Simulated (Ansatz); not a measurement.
# Ta4N5: compression at zero temperature

The task here is to estimate one member of a computed series from the others.

Method: DFT PBEsol, scalar-relativistic, plane waves, PAW, in Ansatz 0.2.0.

2 further runs of the same task are left out: 2 set aside as unsound or not needed.

## The starting structure

It takes space group I4/m (No. 87, tetragonal). Conventional cell: a = 6.826 Å, b = 6.826 Å, c = 4.254 Å, α = 90.00°, β = 90.00°, γ = 90.00°. Ta (site symmetry m) is surrounded by 6 N at 2.07 to 2.21 Å. Around N (site symmetry 4/m) lie 4 Ta at 2.07 Å. N (site symmetry m) has 5 Ta at 2.13 to 2.21 Å in its first shell of neighbours.

As a file:

```cif
data_structure
_symmetry_space_group_name_H-M 'I4/m'
_symmetry_Int_Tables_number 87
_cell_length_a 6.8256
_cell_length_b 6.8256
_cell_length_c 4.2538
_cell_angle_alpha 90.000
_cell_angle_beta 90.000
_cell_angle_gamma 90.000
_cell_volume 198.18
loop_
_atom_site_label
_atom_site_type_symbol
_atom_site_symmetry_multiplicity
_atom_site_Wyckoff_symbol
_atom_site_fract_x
_atom_site_fract_y
_atom_site_fract_z
_atom_site_occupancy
Ta1 Ta 8 h 0.10487 0.71562 0.50000 1
N1 N 2 b 0.00000 0.00000 0.50000 1
N2 N 8 h 0.80592 0.59183 0.50000 1
```

It goes back to an entry of the Materials Project, which need not be the stable form.

This cell was relaxed beforehand with the same method: volume 11.01 Å³/atom, gap on the mesh none (metal).

The first run:

The input, input.yaml:

```yaml
crystal:
  lattice:
    - [-3.4239466139, 3.4239466139, 2.133835574]
    - [3.4239466139, -3.4239466139, 2.133835574]
    - [3.4239466139, 3.4239466139, -2.133835574]
  atoms:
    - { symbol: Ta, position: [0.7843847855, 0.6048724996, 0.389257285] }
    - { symbol: Ta, position: [0.3951275004, 0.7843847855, 0.1795122859] }
    - { symbol: Ta, position: [0.6048724996, 0.2156152145, 0.8204877141] }
    - { symbol: Ta, position: [0.2156152145, 0.3951275004, 0.610742715] }
    - { symbol: "N", position: [0.5, 0.5, 0.0] }
    - { symbol: "N", position: [0.9081725663, 0.3059167653, 0.2140893317] }
    - { symbol: "N", position: [0.6940832347, 0.9081725663, 0.602255801] }
    - { symbol: "N", position: [0.3059167653, 0.0918274337, 0.397744199] }
    - { symbol: "N", position: [0.0918274337, 0.6940832347, 0.7859106683] }
basis:
  ecutwfc: 420
kpoints:
  mp_grid: { grid: [10, 10, 10] }
hamiltonian:
  xc: pbesol
scf:
  occupations: { method: gaussian, width: 0.1 }
output:
  forces: true
  stress: true
  eigenvalues: true
  write_density: true
  write_potential: true
  elf: true
  volumetric_format: npy
relax:
  adjacent_minimum: "off"
  f_tol: 0.008
  max_steps: 50
  cell: { stress_tol: 0.08, p_target: -1.0 }
```

Started as:

```bash
$ ansatz run input.yaml --threads 2 --pin off --max-ram 5120MiB --backend cpu --events-out ev --progress --plain --runs-dir out
```

Steps of the session up to this table: Relaxing at -1 GPa; Relaxing at 1 GPa; Relaxing at 4 GPa; Target pressure 12 GPa; Relaxing at 25 GPa.

One table of the session follows, with a row left open; its other results are not shown here.

It belongs to the step «Volume, cell and gap against pressure». Lengths are those of the vectors of the cell that was run:

| P (GPa) | V (Å³/atom) | a (Å) | b (Å) | c (Å) | ΔH (eV/atom) |
| --- | --- | --- | --- | --- | --- |
| -1 | 11.05 | 5.280 | 5.280 | 5.280 | -0.069 |
| 0 | 11.01 | 5.274 | 5.274 | 5.274 | 0.000 |
| 1 | 10.97 | 5.268 | 5.268 | 5.268 | 0.069 |
| 4 | ? | ? | ? | ? | ? |
| 12 | 10.62 | 5.209 | 5.209 | 5.209 | 0.810 |
| 25 | 10.27 | 5.148 | 5.148 | 5.148 | 1.657 |

Estimate the missing values for P (GPa) = 4.

Worked estimate for «V (Å³/atom)». A straight line through the neighbours (1, 10.97) and (12, 10.62) gives 10.97 + (10.62 − 10.97) × (4 − 1) / (12 − 1) = 10.87; a parabola fitted to 4 rows on both sides gives 10.87.

**Answer.** V (Å³/atom): 10.87; a (Å): 5.251; b (Å): 5.251; c (Å): 5.251; ΔH (eV/atom): 0.273. In «V (Å³/atom)» the line misses by 0.00 and the parabola by 0.00.

ΔH is E + PV over the energy at zero pressure; a, b and c are the vectors of the computed cell. 

Limits of these values: Other structures may take over in this range; these runs cannot find them. The final runs have no spin polarisation, so a magnetic state may lie lower.
